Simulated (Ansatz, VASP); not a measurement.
## Two plane-wave programs on C

The input INCAR:

```
PREC     = Accurate       # precision mode
ENCUT    = 520            # plane-wave cutoff, eV
EDIFF    = 1E-7           # SCF threshold, eV
ISMEAR   = 0              # smearing method
SIGMA    = 0.05           # smearing width, eV
LREAL    = F              # projectors in reciprocal space
LASPH    = T              # aspherical terms in the spheres
NELM     = 80             # most SCF steps
ALGO     = Normal         # electronic algorithm
ISIF     = 2              # what is computed and relaxed
LWAVE    = F              # write WAVECAR
LCHARG   = T              # write CHGCAR
GGA      = CA             # functional
LELF     = T              # ELF
LVHAR    = T            
NBANDS   = 11             # bands
```

The input KPOINTS:

```
Automatic mesh
0
Gamma
  12 12 12
```

File POSCAR:

```
C
1.0
    0.0000000000      1.7929522288      1.5892728556
    1.7929522288      0.0000000000      1.5892728556
    1.7929522288      1.7929522288      0.0000000000
C
2
Direct
    0.5000000000      0.5000000000      0.5000000000
    0.7500000000      0.7500000000      0.7500000000
```

Input for Ansatz:

```yaml
crystal:
  lattice:
    - [0.0, 1.7929522288, 1.5892728556]
    - [1.7929522288, 0.0, 1.5892728556]
    - [1.7929522288, 1.7929522288, 0.0]
  atoms:
    - { symbol: C, position: [0.5, 0.5, 0.5] }
    - { symbol: C, position: [0.75, 0.75, 0.75] }
basis:
  ecutwfc: 520.0
kpoints:
  mp_grid: { grid: [12, 12, 12] }
hamiltonian:
  xc: lda
  pseudopotentials: { kind: paw, azcp: { folder: soft_1 } }
scf:
  occupations: { method: gaussian, width: 0.05 }
output:
  forces: true
  stress: true
  eigenvalues: true
```

Alike in both runs: task single point; functional LDA; k mesh 12 × 12 × 12; occupations gaussian, width 0.05 eV; no spin polarisation.

```csv
,VASP,Ansatz
version,VASP 6.6.1,Ansatz 0.2.0
potentials or method,"VASP PAW LDA potentials, release 64 (C)","scalar-relativistic, plane waves, PAW"
plane-wave cutoff (eV),520,520
valence electrons in the cell,8,8
```

|  | VASP | Ansatz | Ansatz less VASP |
| --- | --- | --- | --- |
| gap on the k mesh at the Fermi level (eV) | 1.24 | 1.26 | +0.014 |
| least direct gap on the mesh (eV) | 3.83 | 3.83 | -0.003 |

Ansatz warned: «pseudo_functional_mismatch».
